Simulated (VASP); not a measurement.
Input of a VASP 6.6.1 run:

Contents of INCAR:

```
SYSTEM = LiF
PREC = Accurate
ENCUT = 500
EDIFF = 1E-7
ISMEAR = 0
SIGMA = 0.02
LREAL = .FALSE.
LASPH = .TRUE.
NELM = 60
ALGO = Normal
ISIF = 2
LWAVE = .FALSE.
LCHARG = .FALSE.
GGA = PE
```

The input KPOINTS:

```
Automatic mesh
0
G
  4 4 4
  0 0 0
```

POSCAR

```
LiF
1.0
    2.5595330000      0.0000000000      0.0000000000
    0.0000000000      2.5595330000      0.0000000000
    0.0000000000      0.0000000000      2.5595330000
F Li
1 1
Direct
    0.5000000000      0.5000000000      0.5000000000
    0.0000000000      0.0000000000      0.0000000000
```

Potentials or basis: VASP PAW PBE potentials, release 64 (F_GW, Li_GW).

Command:

```console
$ cat potpaw_PBE.64/F_GW/POTCAR potpaw_PBE.64/Li_GW/POTCAR > POTCAR
$ mpirun -np 1 vasp_std > vasp.out
```

Question: Estimate the band gap on the k mesh.

Answer: 7.47 eV, indirect (least direct gap 8.14 eV).

Caveat: the k mesh is coarse (spacing up to 0.61 Å⁻¹), so the values aren't converged. A k mesh can miss the band edges.
